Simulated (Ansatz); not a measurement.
# Cr (P6_3/mmc) in Ansatz: convergence with n extra bands

Aim: find how far n extra bands must go before the results for Cr settle, at PBE. This setting moves, with any that are tied to it; all else stays.

Program: Ansatz 0.2.0. These are calculated values, not measurements. Logs are shortened: lines on timing, memory, paths and dates and some standing lists are left out, and cuts for length are marked.

## Step 1: The crystal as given

The structure is hexagonal, space group P6_3/mmc (No. 194). Conventional cell: a = 2.714 Å, b = 2.714 Å, c = 4.410 Å, α = 90.00°, β = 90.00°, γ = 120.00°. Cr (site symmetry -6m2) is surrounded by 12 Cr at 2.71 Å.

This isn't the form of Cr at room conditions, which is bcc.

## Step 2: With n extra bands 4

input.yaml

```yaml
crystal:
  lattice:
    - [2.714, 0.0, 0.0]
    - [-1.357, 2.3503929459, 0.0]
    - [0.0, 0.0, 4.41]
  atoms:
    - { symbol: Cr, position: [0.6666666667, 0.3333333333, 0.75], spin: 3.0 }
    - { symbol: Cr, position: [0.3333333333, 0.6666666667, 0.25], spin: 3.0 }
hamiltonian:
  xc: pbe
  pseudopotentials: { kind: nc }
magnetization:
  spin_polarized: true
kpoints:
  mp_grid: { grid: [9, 9, 5] }
scf:
  occupations: { method: gaussian, width: 0.1 }
  n_extra_bands: 4
output:
  forces: true
  stress: true
  eigenvalues: true
```

Potentials or basis: Ansatz NC.

Started as:

```
> ansatz run input.yaml --threads 2 --pin off --max-ram 5632MiB --backend cpu --events-out ev --progress --plain --runs-dir out
```

It took 18 s on 2 threads of Intel Xeon at 2.50GHz (Skylake/Cascade Lake), shared host; peak memory 0.41 GiB.

Results:

| Item | Value |
| --- | --- |
| Free energy | -5172.8930 eV |
| Pressure | -25.6 GPa |
| Band gap on the k mesh | none (metal or under the smearing width) |
| Net moment | 1.66 μB per cell |
| Absolute moment | 1.66 μB per cell |
| Site moments | Cr +0.77 μB |

## Step 3: With n extra bands 8

Edit input.yaml of step 2 so:

```diff
@@ -17,3 +17,3 @@
   occupations: { method: gaussian, width: 0.1 }
-  n_extra_bands: 4
+  n_extra_bands: 8
 output:
```

Potentials or basis: Ansatz NC.

Started as:

```
> ansatz run input.yaml --threads 2 --pin off --max-ram 5632MiB --backend cpu --events-out ev --progress --plain --runs-dir out
```

It took 19 s on 2 threads of Intel Xeon at 2.50GHz (Skylake/Cascade Lake), shared host; peak memory 0.43 GiB.

Results (log left out):

| Quantity | Value |
| --- | --- |
| Free energy | -5172.8930 eV |
| Pressure | -25.6 GPa |
| Band gap on the k mesh | none (metal or under the smearing width) |
| Net moment | 1.66 μB per cell |
| Absolute moment | 1.66 μB per cell |
| Site moments | Cr +0.77 μB |

## Step 4: With n extra bands 16

Edit input.yaml of step 3 so:

```diff
@@ -17,3 +17,3 @@
   occupations: { method: gaussian, width: 0.1 }
-  n_extra_bands: 8
+  n_extra_bands: 16
 output:
```

Started as:

```
> ansatz run input.yaml --threads 2 --pin off --max-ram 5632MiB --backend cpu --events-out ev --progress --plain --runs-dir out
```

Wall time 18 s (2 threads of Intel Xeon at 2.50GHz (Skylake/Cascade Lake), shared host); peak memory 0.46 GiB.

Results (log left out):

* Free energy: -5172.8930 eV
* Pressure: -25.6 GPa
* Band gap on the k mesh: none (metal or under the smearing width)
* Net moment: 1.66 μB per cell
* Absolute moment: 1.66 μB per cell
* Site moments: Cr +0.77 μB

## Step 5: With n extra bands 32

Edit input.yaml of step 4 so:

```diff
@@ -17,3 +17,3 @@
   occupations: { method: gaussian, width: 0.1 }
-  n_extra_bands: 16
+  n_extra_bands: 32
 output:
```

Potentials or basis: Ansatz NC.

Started as:

```
> ansatz run input.yaml --threads 2 --pin off --max-ram 5632MiB --backend cpu --events-out ev --progress --plain --runs-dir out
```

The log of the run:

```text
Warning: RAYON_NUM_THREADS=2 ignored (pool sized by the plan → 2); use --threads N
scf.n_extra_bands = 32 over 14 filled bands (N_el = 28.0): the run solves 46 bands
Engine: ansatz 0.2.0, x86_64-unknown-linux-gnu
Pseudopotentials: kind: nc
Pseudopotential: Cr, nc, valence charge 14, recommended cutoff 1278.935154 eV (normal), Cr.nc.azcp
Functional definition: PBE
  parameter kappa = 0.804
  parameter beta = 0.06672455060314922
  exchange = pbe_x(kappa = kappa, mu = beta*pi^2/3)
  correlation = pbe_c(beta = beta)
Crystal: 2 atoms, lattice volume = 28.131 Å³
Basis set: ecut = 1278.935154 eV, 2875 PW (Γ), exchange–correlation on 64×64×108 points (8 copies of the dense FFT grid, shifted against one another)
Bands: 46, of which v1, the nominal top of the filled ones, is band 14 counted from 1 (13 counted from 0)
Symmetry: 24 space group operations
Space group: P63/mmc (ITA 194), of the structure as read, at distance tolerance 3.0e-5 Å
Magnetic group: BNS 194.263 (UNI 1493), of the structure as read, at distance tolerance 3.0e-5 Å
k-points: 36 of 405
Non-local potential: Cr, projectors of the file, l = 0: 2, l = 1: 2, l = 2: 2
Initial density: superposition of atomic densities (chi_scale 0.1, normalization cell)
Starting moments: Σ|m| = 6 μB on 2 of 2 sites
Initial wavefunctions: pseudopotential atomic-orbital guess
Functional: x = pbe(κ = 0.804, μ = 0.2195149727645171), c = pbe(β = 0.06672455060314922)
SCF iter   1: F=—  HF=-5174.818242 eV  |F-HF|=—  |Δ(HF+E_count)|=         —  Δρ=2.36e-1 (↑2.36e-1 ↓8.66e-2)  dr2=1.00e1  dr2_m=5.50e0  M=3.519 μB ∫|m|=3.520 μB  β_m=0.30  ethr=3.10e-3  ⟨swp⟩=6.0  Hψ=16390  notcnv=0  defer=948
preconditioner: auto → none  [metal: Δε(μ)=0.025 eV  Ē_g=27.007 eV  σ=0.100 eV  W_gap=0.14  n_scr=8 (ndim 8)  ℏωp=24.3 eV  f_vac=0.000  D(μ)=3.19/eV (n_scr^D=36)  sad-step TF]
SCF iter   2: F=—  HF=-5173.199660 eV  |F-HF|=—  |Δ(HF+E_count)|=    1.62e0  Δρ=1.35e-1 (↑1.35e-1 ↓7.02e-2)  dr2=2.91e0  dr2_m=2.28e0  M=3.624 μB ∫|m|=3.627 μB  β_m=0.30  ethr=3.10e-3  ⟨swp⟩=2.6  Hψ=4980  notcnv=0  defer=1769
spin-set hold released at iteration 2 (site moments show no strong build): the magnetisation degrees of freedom join the quasi-Newton model from the next iteration; the mixer history was kept
SCF iter   3: F=—  HF=-5172.652727 eV  |F-HF|=—  |Δ(HF+E_count)|=   5.47e-1  Δρ=6.83e-2 (↑4.56e-2 ↓6.83e-2)  dr2=1.11e-1  dr2_m=7.74e-1  M=3.754 μB ∫|m|=3.757 μB  β_m=0.30  ethr=3.10e-3  ⟨swp⟩=3.0  Hψ=3598  notcnv=0  defer=1764
SCF iter   4: F=—  HF=-5172.801044 eV  |F-HF|=—  |Δ(HF+E_count)|=   1.48e-1  Δρ=4.22e-2 (↑2.21e-2 ↓4.22e-2)  dr2=1.51e-1  dr2_m=1.63e-1  M=3.409 μB ∫|m|=3.416 μB  β_m=0.52  ethr=3.97e-4  ⟨swp⟩=1.7  Hψ=4060  notcnv=0  defer=1760
SCF iter   5: F=—  HF=-5172.859398 eV  |F-HF|=—  |Δ(HF+E_count)|=   5.84e-2  Δρ=2.28e-2 (↑2.28e-2 ↓1.21e-2)  dr2=7.98e-2  dr2_m=6.64e-2  M=2.666 μB ∫|m|=2.676 μB  β_m=0.81  ethr=3.97e-4  ⟨swp⟩=2.1  Hψ=3043  notcnv=0  defer=1760
SCF iter   6: F=—  HF=-5172.880399 eV  |F-HF|=—  |Δ(HF+E_count)|=   2.10e-2  Δρ=8.75e-3 (↑5.26e-3 ↓8.75e-3)  dr2=3.75e-3  dr2_m=1.17e-2  M=2.301 μB ∫|m|=2.307 μB  β_m=0.91  ethr=2.85e-4  ⟨swp⟩=2.2  Hψ=2966  notcnv=0  defer=1760
SCF iter   7: F=—  HF=-5172.892910 eV  |F-HF|=—  |Δ(HF+E_count)|=   1.25e-2  Δρ=3.50e-3 (↑3.50e-3 ↓3.42e-3)  dr2=3.38e-3  dr2_m=2.60e-4  M=1.925 μB ∫|m|=1.929 μB  β_m=0.76  ethr=1.34e-5  ⟨swp⟩=2.2  Hψ=3196  notcnv=0  defer=1760
SCF iter   8: F=—  HF=-5172.892468 eV  |F-HF|=—  |Δ(HF+E_count)|=   4.41e-4  Δρ=1.82e-3 (↑1.82e-3 ↓8.57e-4)  dr2=4.02e-4  dr2_m=3.23e-4  M=1.850 μB ∫|m|=1.854 μB  β_m=0.75  ethr=1.21e-5  ⟨swp⟩=2.2  Hψ=2467  notcnv=0  defer=1760
SCF iter   9: F=—  HF=-5172.892650 eV  |F-HF|=—  |Δ(HF+E_count)|=   1.81e-4  Δρ=8.46e-4 (↑8.46e-4 ↓7.50e-4)  dr2=1.48e-6  dr2_m=1.63e-4  M=1.809 μB ∫|m|=1.812 μB  β_m=0.88  ethr=1.44e-6  ⟨swp⟩=2.6  Hψ=2595  notcnv=0  defer=1760
SCF iter  10: F=—  HF=-5172.893012 eV  |F-HF|=—  |Δ(HF+E_count)|=   3.63e-4  Δρ=3.20e-4 (↑2.97e-4 ↓3.20e-4)  dr2=1.19e-6  dr2_m=2.30e-5  M=1.695 μB ∫|m|=1.698 μB  β_m=0.94  ethr=5.28e-9  ⟨swp⟩=3.8  Hψ=4236  notcnv=0  defer=1760
SCF iter  11: F=—  HF=-5172.892837 eV  |F-HF|=—  |Δ(HF+E_count)|=   1.75e-4  Δρ=6.32e-4 (↑6.32e-4 ↓5.32e-4)  dr2=3.34e-6  dr2_m=8.24e-5  M=1.551 μB ∫|m|=1.554 μB  β_m=0.94  ethr=4.26e-9  ⟨swp⟩=3.8  Hψ=4065  notcnv=0  defer=1760
SCF iter  12: F=—  HF=-5172.893037 eV  |F-HF|=—  |Δ(HF+E_count)|=   2.00e-4  Δρ=1.51e-4 (↑6.25e-5 ↓1.51e-4)  dr2=1.88e-6  dr2_m=2.10e-6  M=1.646 μB ∫|m|=1.649 μB  β_m=0.85  ethr=4.26e-9  ⟨swp⟩=3.5  Hψ=3748  notcnv=0  defer=1760
SCF iter  13: F=—  HF=-5172.893041 eV  |F-HF|=—  |Δ(HF+E_count)|=   3.72e-6  Δρ=1.92e-5 (↑1.16e-5 ↓1.92e-5)  dr2=2.41e-8  dr2_m=4.53e-8  M=1.660 μB ∫|m|=1.663 μB  β_m=0.93  ethr=3.57e-10  ⟨swp⟩=11.7  Hψ=24602  notcnv=0
SCF iter  14: F=—  HF=-5172.893041 eV  |F-HF|=—  |Δ(HF+E_count)|=   3.39e-8  Δρ=6.64e-6 (↑6.64e-6 ↓5.56e-6)  dr2=7.26e-9  dr2_m=7.20e-9  M=1.662 μB ∫|m|=1.665 μB  β_m=0.96  ethr=8.59e-11  ⟨swp⟩=4.3  Hψ=7378  notcnv=0
SCF iter  15: F=-5172.893041 eV  HF=-5172.893041 eV  |F-HF|=9.09e-12  |Δ(HF+E_count)|=   4.41e-9  Δρ=2.06e-6 (↑2.06e-6 ↓1.74e-6)  dr2=5.37e-10  dr2_m=6.45e-10  M=1.661 μB ∫|m|=1.664 μB  ethr=2.59e-11  ⟨swp⟩=3.7  Hψ=5818  notcnv=0
SCF 1 converged in 15 iterations: F = -5172.893041 eV  dr2 = 5.37e-10
SCF converged after 15 iterations
Magnetization: 1.6610 μB (14.8305 up, 13.1695 down)
Absolute magnetization: 1.6640 μB (∫|ρ↑−ρ↓|)
Spin contamination: 0.0060 ħ² per cell (⟨S²⟩ above its minimum at these occupations)
Per-site moments (μB) at R_I (Å): [(0.7676808209370709, 1.1158327308725133), (0.7676808209370712, 1.1158327308725133)]
Free energy (F): -5172.893041 eV
Harris-Foulkes:  -5172.893041 eV  (|F-HF|=9.09e-12)
Internal energy: -5172.871242 eV  (E = F + TS)
E sigma→0 (E₀):  -5172.882142 eV
Entropy (-TS):   -0.021799 eV (-10.900 meV/atom)
Fermi energy:    15.362735 eV
--- Per-component energies (eV) ---
  E_band       = -390.024452
  E_kinetic    = 2105.279426
  E_local      = -3541.079326  (includes V_loc(G=0)·N_el)
  E_nonlocal   = -364.305647
  E_hartree    = 1096.361463
  E_xc         = -1092.305195
  E_vxc        = -782.640555  (∫ρ·V_xc dr)
  E_ewald      = -3376.821965
  E_smearing   = -0.021799  (= −TS)
  E_closure    = -0.000000  (closes the sum)
  Σ components = -5172.893041   (vs F -5172.893041, Δ=0.00e0)
--- Forces (eV/Å), atoms counted from 1 ---
  atom   1  Cr     0.00000000    -0.00000000     0.00000000
  atom   2  Cr     0.00000000     0.00000000     0.00000000
  max |Σ_I F_I| component: 5.55e-17 eV/Å
--- Stress (GPa, compression-positive) ---
      -27.405038       0.000000       0.000000
        0.000000     -27.405038       0.000000
        0.000000       0.000000     -21.961620
  P = ⅓ Tr σ = -25.5906 GPa (-255.906 kbar)
--- Band table (eV; the first three rows and the last of 72) ---
  k-point 0 ↑: bands = ["-56.5414", "-56.4529", "-28.0127", "-27.6819", "-27.6819", "-27.6152", "-27.6152", "-27.5232", "8.2123", "11.8138", "14.7280", "14.7280", "14.8013", "15.0977", "15.0977", "15.5500", "15.5500", "15.7655", "16.7954", "16.7954", "22.6992", "33.2317", "35.8527", "35.9170", "37.0015", "37.0015", "38.1200", "38.1200", "40.4844", "40.4844", "41.8531", "42.3239", "43.8461", "43.8461", "45.9172", "46.6808", "46.6808", "48.4582", "48.4582", "50.8622", "58.3405", "61.8731", "61.8731", "62.8589", "62.8589", "63.1111"]
  k-point 1 ↑: bands = ["-56.5330", "-56.4614", "-27.9670", "-27.6756", "-27.6756", "-27.6216", "-27.6216", "-27.5710", "8.5618", "11.6394", "14.6467", "14.6467", "14.6737", "14.9813", "14.9813", "15.0158", "15.7943", "15.7943", "16.7703", "16.7703", "24.1943", "32.8884", "34.7810", "35.2322", "37.1656", "37.1656", "38.0984", "38.0984", "40.2746", "40.2746", "42.4866", "42.6108", "42.6108", "42.8295", "47.4969", "47.7229", "47.7229", "50.1035", "50.1035", "50.6594", "57.5491", "58.0989", "58.0989", "60.4867", "60.4867", "61.9652"]
  k-point 2 ↑: bands = ["-56.5110", "-56.4836", "-27.8463", "-27.6951", "-27.6589", "-27.6589", "-27.6383", "-27.6383", "9.5335", "10.8060", "14.3150", "14.3943", "14.6186", "14.6186", "14.7578", "14.7578", "16.2433", "16.2433", "16.6072", "16.6072", "27.3505", "30.8312", "33.6974", "34.1723", "37.5985", "37.5985", "37.9738", "37.9738", "40.1817", "40.1817", "40.9501", "40.9501", "43.7340", "44.1682", "49.6034", "50.2635", "50.2635", "50.2827", "52.5774", "52.5774", "54.7241", "54.7241", "56.2835", "57.0187", "57.0187", "57.7330"]
  k-point 35 ↓: bands = ["-55.7022", "-55.7022", "-27.2228", "-27.2228", "-27.1528", "-27.1065", "-26.9295", "-26.9295", "13.7012", "13.8101", "13.8101", "13.8315", "14.6882", "14.6882", "16.1145", "16.5042", "17.5703", "17.5703", "22.0921", "22.0921", "22.9454", "24.3869", "25.6051", "25.6051", "34.0445", "34.9914", "34.9914", "37.6086", "39.9533", "39.9533", "46.8281", "47.8855", "47.8855", "48.1651", "51.3324", "51.3324", "56.4220", "56.4220", "58.5585", "59.1640", "60.8869", "60.8869", "62.7938", "63.6640", "63.6640", "65.1162"]
```

Run time: 24 s. Hardware: 2 threads of Intel Xeon at 2.50GHz (Skylake/Cascade Lake), shared host; peak memory 0.53 GiB.

Results:

| Property | Result |
| --- | --- |
| Free energy | -5172.8930 eV |
| Pressure | -25.6 GPa |
| Band gap on the k mesh | none (metal or under the smearing width) |
| Net moment | 1.66 μB per cell |
| Absolute moment | 1.66 μB per cell |
| Site moments | Cr +0.77 μB |

## Step 6: Result

| n extra bands | energy less the tightest run, at zero smearing (meV/atom) | SCF cycles | CPU time (s) | peak memory (GiB) |
| --- | --- | --- | --- | --- |
| 4 | 0.00 | 15 | 27 | 0.41 |
| 8 | 0.00 | 15 | 27 | 0.43 |
| 16 | 0.00 | 15 | 31 | 0.46 |
| 32 | 0.00 | 15 | 39 | 0.53 |

Against the tightest run, the energy stays within 1 meV/atom from 4 on. The tightest run that finished is the yardstick and may itself not be fully converged.

Caveats: so large a pressure means that the cell lies far from this level's equilibrium, or that cutoff or potentials fall short.
